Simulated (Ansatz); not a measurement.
SnO built on the wurtzite prototype (no longer in that coordination) was relaxed with 5 functionals in the plane-wave code Ansatz, cell and atoms free, the symmetry of the start kept (meshes: PBE 12×12×4, r2SCAN 12×12×4, PBEsol 12×12×4, LDA 12×12×4, HSE06 6×6×2). Computed, not measured; no magnetism was allowed, and whether the structure is a known phase isn't checked.

The LDA result:
```xyz
4
Lattice="3.2597 0.0000 0.0000 -1.6299 2.8230 0.0000 0.0000 0.0000 8.1343" Properties=species:S:1:pos:R:3 pbc="T T T"
Sn    0.0000    1.8820    0.0278
Sn    1.6299    0.9410    4.0950
O     0.0000    1.8820    3.0225
O     1.6299    0.9410    7.0897
```

Space group P6_3mc (No. 186), hexagonal; a = 3.260 Å, c = 8.134 Å in the conventional setting, 18.71 Å³ an atom. Sn has 3 O at 2.17 Å; O has 3 Sn at 2.17 Å.

**Question.** Order the functionals by the relaxed volume, smallest first.
A. PBE
B. HSE06
C. LDA
D. PBEsol
E. r2SCAN

**Answer.** C (18.71 Å³/atom), D (19.96 Å³/atom), E (21.71 Å³/atom), A (22.48 Å³/atom), B (23.06 Å³/atom).

**Question.** What lattice does r2SCAN give?

**Answer.** a = 3.298 Å, c = 9.216 Å; the volume differs by +16.0 % from LDA's. Sn has 3 O at 2.16 Å; O has 3 Sn at 2.16 Å.

**Question.** How does the cell change with PBE?

**Answer.** a = 3.361 Å, c = 9.192 Å; the volume differs by +20.1 % from LDA's. Sn has 3 O at 2.20 Å; O has 3 Sn at 2.20 Å.

**Question.** Held at the r2SCAN cell, what mean stress do LDA and PBE find, and does its sign point to their own minimum?

**Answer.** Yes. LDA -2.03 GPa, and its relaxed volume is -13.8 % from r2SCAN's; PBE +3.13 GPa, and its relaxed volume is +3.6 % from r2SCAN's. Compression counts positive, so a positive stress asks for a larger cell.
